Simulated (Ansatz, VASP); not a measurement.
One calculation of PtS2, two programs

```
Pt S
1.0
     1.77177    1.02293    5.33620
    -1.77177    1.02293    5.33620
     0.00000   -2.04586    5.33620
Pt S
1 2
Direct
  0.00000 0.00000 0.00000
  0.74385 0.74385 0.74385
  0.25615 0.25615 0.25615
```

The cell was built by a generator and needn't be a form met in nature.

Alike in both runs: task single point; functional PBE; dispersion D3(BJ); k mesh 9 × 9 × 9; occupations gaussian, width 0.02 eV; no spin polarisation.

```csv
,VASP,Ansatz
version,VASP 6.6.1,Ansatz 0.2.0
potentials or method,"VASP PAW PBE potentials, release 64 (Pt, S)","scalar-relativistic, plane waves, PAW"
plane-wave cutoff (eV),520,420
valence electrons in the cell,22,30
```

```tsv
	VASP	Ansatz	Ansatz less VASP
gap on the k mesh at the Fermi level (eV)	0.88	0.88	-0.003
least direct gap on the mesh (eV)	1.05	1.05	-0.006
pressure (GPa)	-0.4	0.0	+0.45
largest component of the traceless stress (GPa)	0.12	0.00	-0.116
rms of the force components (eV/Å)	0.018	0.000	-0.0175
dispersion energy (meV/atom)	-397.6	-397.7	-0.09
```

Atom by atom the forces differ by 0.018 eV/Å (rms over components). The two sets of potentials don't hold the same shells in valence.

Caveats: spin-orbit coupling is left out, which moves the levels of the heavy elements; an odd mesh through Γ misses points on the zone boundary, where band edges often lie. Expect the measured gap to be larger: semilocal functionals such as PBE lack the derivative discontinuity.
